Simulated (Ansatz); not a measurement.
Crystal: MoS2.

```xyz
3
Lattice="1.5855 0.9154 6.1150 -1.5855 0.9154 6.1150 0.0000 -1.8308 6.1150" Properties=species:S:1:pos:R:3 pbc="T T T"
Mo    0.0000    0.0000    0.0000
S     0.0000    0.0000    4.5862
S     0.0000    0.0000   13.7587
```

Measurements of this composition are mostly on another form, of space group No. 194.

| Quantity | Value |
| --- | --- |
| Program | Ansatz 0.2.0 |
| Task | single point |
| Functional | PBE |
| Potentials or basis | all-electron LAPW, scalar-relativistic |
| Cutoff | 267 eV (chosen from the basis error) |
| Basis error allowed | 0.001 eV/atom |
| k mesh | 10 × 10 × 10 |
| Occupations | fermi-dirac, width 0.05 eV |
| Spin | no spin polarisation |

On this cell: pressure 7.9 GPa; largest force 1.005 eV/Å; band gap on the k mesh none (metal or under the smearing width).

The same run follows on a disturbed copy (atoms moved at random, drawn with an rms of 0.05 Å):

```
CELL_PARAMETERS angstrom
1.58550 0.91539 6.11500
-1.58550 0.91539 6.11500
0.00000 -1.83078 6.11500
ATOMIC_POSITIONS crystal
Mo 0.00526 0.98847 0.00654
S 0.24910 0.25717 0.23994
S 0.74176 0.73264 0.76980
```

Q: What changes?

A: The energy (extrapolated to zero smearing) moves by +15.5 meV/atom; pressure 8.9 GPa; largest force 1.601 eV/Å; band gap on the k mesh none (metal or under the smearing width).

Forces in eV/Å, atoms in the order of the input:
```
Mo  -0.212 -0.052 -0.789
S    0.227 -0.371 -0.755
S   -0.016  0.423  1.544
```

Stress tensor (GPa, compression positive):
```
 9.00 -0.42 -1.10
-0.42  5.58  3.55
-1.10  3.55 12.01
```

Caveats: the cell's inner coordinates are idealised or old, which leaves forces on the atoms.
